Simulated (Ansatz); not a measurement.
## Si at 35 GPa (stress–strain coefficients): relaxed-ion elastic tensor

Theory: Ansatz 0.2.0, DFT PBEsol, scalar-relativistic, plane waves, PAW. Settings: 420 eV plane-wave cutoff, Γ-centred 14×14×14 mesh, Gaussian smearing of 0.01 eV. No spin polarisation.

The cell, relaxed at 35 GPa:
```yaml
crystal:
  lattice:
    - [0.00000, 2.51447, 2.51447]
    - [2.51447, 0.00000, 2.51447]
    - [2.51447, 2.51447, 0.00000]
  atoms:
    - { symbol: Si, position: [0.50000, 0.50000, 0.50000] }
    - { symbol: Si, position: [0.75000, 0.75000, 0.75000] }
```

In a metal, frequencies and elastic constants depend on the k mesh and the smearing, soft modes and shear constants most. The real crystal has changed phase below this pressure. The constants from two strain amplitudes disagree, so they are only loosely converged.

**Question.** Give the relaxed-ion elastic constants (GPa, Voigt order xx yy zz yz xz xy, on the axes of the cell above).

**Answer.**
```
263.4 198.7 198.7   0.0   0.0   0.0
198.7 263.4 198.7   0.0   0.0   0.0
198.7 198.7 263.4   0.0   0.0   0.0
  0.0   0.0   0.0  53.3   0.0   0.0
  0.0   0.0   0.0   0.0  53.3   0.0
  0.0   0.0   0.0   0.0   0.0  53.3
```

**Question.** Is the crystal stable against homogeneous strain?

**Answer.** Yes: the least eigenvalue of the tensor is 53.3 GPa.

**Question.** And the moduli of a polycrystal (Hill averages)?

**Answer.** B = 220 GPa, G = 44 GPa, E = 123 GPa, ν = 0.41.

The bands overlap by little, and semilocal functionals make gaps too small, so the missing gap can be the functional's error and not a sign of a true metal.

Cost: 1 run of about 1.4 core-minutes, on Intel Xeon 6975P-C (Granite Rapids) (shared hosts).